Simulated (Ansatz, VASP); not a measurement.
**TiB2H2 in VASP and in Ansatz**

```
CELL_PARAMETERS angstrom
3.96559 0.00000 0.00000
-1.98279 3.43430 0.00000
0.00000 0.00000 2.91332
ATOMIC_POSITIONS crystal
Ti 0.00000 0.00000 0.00000
B 0.33333 0.66667 0.00000
B 0.66667 0.33333 0.00000
H 0.33333 0.66667 0.50000
H 0.66667 0.33333 0.50000
```

Alike in both runs: task relaxation of cell and atoms; functional PBE; k mesh 12 × 12 × 12; occupations gaussian, width 0.1 eV; no spin polarisation.

|  | VASP | Ansatz |
| --- | --- | --- |
| version | VASP 6.6.1 | Ansatz 0.2.0 |
| potentials or method | VASP PAW PBE potentials, release 64 (Ti_sv, B, H) | scalar-relativistic, plane waves, PAW |
| plane-wave cutoff (eV) | 600 | 420 |
| valence electrons in the cell | 20 | 20 |

Ansatz gave:

```
gap on the k mesh at the Fermi level, each at its own relaxed structure (eV) : none
relaxed volume (Å³/atom)                                                     : 7.94
relaxed cell length with the largest relative difference (Å)                 : 2.960
energy change over the relaxation (meV/atom)                                 : -2
```

Question: Estimate VASP's values.

Answer: gap on the k mesh at the Fermi level, each at its own relaxed structure (eV): none; relaxed volume (Å³/atom): 7.93; relaxed cell length with the largest relative difference (Å): 2.956; energy change over the relaxation (meV/atom): -1.

A gap of «none» marks a metal or a gap that the smearing closes.
